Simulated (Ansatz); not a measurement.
SrF2 (fluorite, Fm-3m), PBE (plane waves, PAW; program Ansatz). The conduction-band minimum lies at Γ, with 1 equivalent valley. Second derivatives d²E/dk² of the lowest band at one valley (eV·Å²), along Cartesian directions:

```json
[
 {"direction": "[100]", "d²E/dk²": "14.79"},
 {"direction": "[010]", "d²E/dk²": "14.79"},
 {"direction": "[001]", "d²E/dk²": "14.79"},
 {"direction": "[110]", "d²E/dk²": "14.79"},
 {"direction": "[101]", "d²E/dk²": "14.79"},
 {"direction": "[011]", "d²E/dk²": "14.79"}
]
```

Problem. Find the principal effective masses, the density-of-states mass and the conductivity mass.

Solution. Off-diagonal terms follow from H_xy = H[110] − (H_xx + H_yy)/2, and m*/mₑ = 7.620 eV·Å² over each eigenvalue: 0.52, 0.52, 0.52. One valley's DOS mass (m₁m₂m₃)^(1/3) = 0.52, conductivity mass 3/(Σ 1/mᵢ) = 0.52 mₑ.

Problem. What effective density of states Nc follows at 300 K for parabolic valleys?

Solution. Nc = 2.509e19 × 1 × (0.52)^(3/2) ≈ 9.4e18 cm⁻³.

The PBE relaxation kept the symmetry of its start. Spin–orbit coupling is left out wherever it is not named.

Potentials: the later of the program's two PAW sets.

Edges and masses are those of Kohn–Sham bands, whose gap is no quasiparticle gap.
